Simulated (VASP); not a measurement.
Set up this calculation in VASP 6.6.1, as the native input.

```yaml
Task: relaxation of cell and atoms
Functional: PBE
Potentials_or_basis: VASP PAW PBE potentials, release 64 (Pb_d, Se)
Cutoff: 600 eV
k_mesh: 8 × 8 × 8
Occupations: gaussian, width 0.03 eV
Spin: no spin polarisation
Further_INCAR_settings: ALGO = Normal; EDIFF = 1e-07; IBRION = 2; EDIFFG = -0.005; NSW = 90; ISIF = 3
```

The structure of PbSe (Clausthalite) lies in POSCAR:

```
PbSe                                    
1.0
   -0.0000000000      3.1088316880      3.1088316880
    3.1088316880      0.0000000000      3.1088316880
    3.1088316880      3.1088316880      0.0000000000
  Pb              Se            
     1     1
Direct
     0.0000000000000000    0.0000000000000000    0.0000000000000000
     0.5000000000000000    0.5000000000000000    0.5000000000000000
```

The input as run:

INCAR

```
SYSTEM = PbSe
ALGO = Normal
EDIFF = 1E-7
EDIFFG = -0.005
ENCUT = 600
GGA = PE
IBRION = 2
ISIF = 3
ISMEAR = 0
LASPH = .True.
LCHARG = .False.
LREAL = .False.
LWAVE = .False.
NELM = 80
NSW = 90
PREC = Accurate
SIGMA = 0.03
```

KPOINTS

```
k-points
0
Gamma
  8 8 8
  0 0 0
```

Potentials or basis: VASP PAW PBE potentials, release 64 (Pb_d, Se).

Run with:

```sh
$ cat potpaw_PBE.64/Pb_d/POTCAR potpaw_PBE.64/Se/POTCAR > POTCAR
$ mpirun -np 1 vasp_std > vasp.out
```

Results of the run:

```yaml
Pressure_after_relaxing: 0.0 GPa
Band_gap_on_the_k_mesh: 0.44 eV, direct
```

Caveat: the relaxation stopped at its first step, so nothing moved; spin-orbit coupling is left out, which as a rule narrows the gap of such compounds by several tenths of an eV.

Run time: 12 s on 1 thread of Intel(R) Xeon(R) 6975P-C (Granite Rapids) (shared host), peak memory 0.21 GiB.
